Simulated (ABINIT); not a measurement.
# Sn: single point with r2SCAN

Crystal: Sn.

```xyz
2
Lattice="0.0000 3.2333 3.2333 3.2333 0.0000 3.2333 3.2333 3.2333 0.0000" Properties=species:S:1:pos:R:3 pbc="T T T"
Sn    4.8500    4.8500    4.8500
Sn    3.2333    3.2333    3.2333
```

This isn't the form of Sn at room conditions, which is tetragonal (white tin).

* Program: ABINIT 10.8.3 (patched build)
* Task: single point
* Functional: r2SCAN
* Potentials or basis: SG15 NC PBE v1.2
* Cutoff: 707 eV
* k mesh: 7 × 7 × 7
* Occupations: fermi-dirac, width 0.05 eV
* Spin: no spin polarisation

```json
{
  "Pressure": "0.8 GPa",
  "Band gap on the k mesh": "none (metal or under the smearing width)",
  "Valence electrons inside the program's atomic spheres": "Sn 10.39 (radii [1.0584] Å)"
}
```

Levels at points of the mesh, in eV from the Fermi level:
```csv
k point,band 11,band 12,band 13,band 14,band 15,band 16,band 17,band 18
"(0.00, 0.00, 0.00)",-11.24,-0.84,0.10,0.10,0.10,2.41,2.41,2.41
```

Run time: 24 s on 4 MPI ranks on Arm Neoverse V1 (shared host), peak memory 0.32 GiB a rank.

Caveat: the potentials were made for another functional, which shifts forces and pressure.
